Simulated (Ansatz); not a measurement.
## AgCl (Chlorargyrite) in Ansatz: the effect of Hubbard term

AgCl (Chlorargyrite):

```xyz
2
Lattice="0.0000 2.7350 2.7350 2.7350 0.0000 2.7350 2.7350 2.7350 0.0000" Properties=species:S:1:pos:R:3 pbc="T T T"
Ag    0.0000    0.0000    0.0000
Cl    2.7350    2.7350    2.7350
```

Alike in all runs:

- Program: Ansatz 0.2.0
- Task: density of states
- Functional: PBEsol
- Potentials or basis: all-electron LAPW, scalar-relativistic
- Cutoff: 217 eV (chosen from the basis error)
- Basis error allowed: 0.001 eV/atom
- k mesh: 8 × 8 × 8
- Occupations: fermi-dirac, width 0.05 eV
- Spin: no spin polarisation

Q: One run gave: gap on the mesh 1.74 eV; pressure 0.6 GPa. Which Hubbard term did it use?
A. Ag d U = 6 eV
B. Ag d U = 2 eV
C. Ag d U = 4 eV
D. none
E. Ag d U = 8 eV

A: A.

```tsv
Hubbard term	gap on the mesh (eV)	pressure (GPa)
none	0.73	-0.7
Ag d U = 2 eV	1.15	-0.2
Ag d U = 4 eV	1.48	0.2
Ag d U = 6 eV	1.74	0.6
Ag d U = 8 eV	1.94	1.0
```

Caveats: U is the effective U less J, on atomic orbitals that reach past the spheres (some runs).

A k mesh can miss the band edges.

A gap of «none» marks a metal or a gap under the smearing width.
